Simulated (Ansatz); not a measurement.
The calculation used Ansatz, DFT r2SCAN, scalar-relativistic, plane waves, PAW. All cells share a 500 eV cutoff and Γ-centred k meshes spaced at most 0.3 Å⁻¹ (0.19 for metals, 2π included).

Temperature and zero-point effects are left out. Larger cells and other orderings weren't all tried, so the list isn't exhaustive. The k mesh leaves about 4 meV/atom of noise in metals. Spin–orbit coupling is left out. No run is spin-polarised.

3 distinct structures were compared, and only named types are asked about.

Question: Which is lower for In₂Sb, the Ni2In or the fluorite structure, and by how much?

Answer: The Ni2In structure, by 63 meV/atom. It takes 27.3 Å³/atom against 32.8.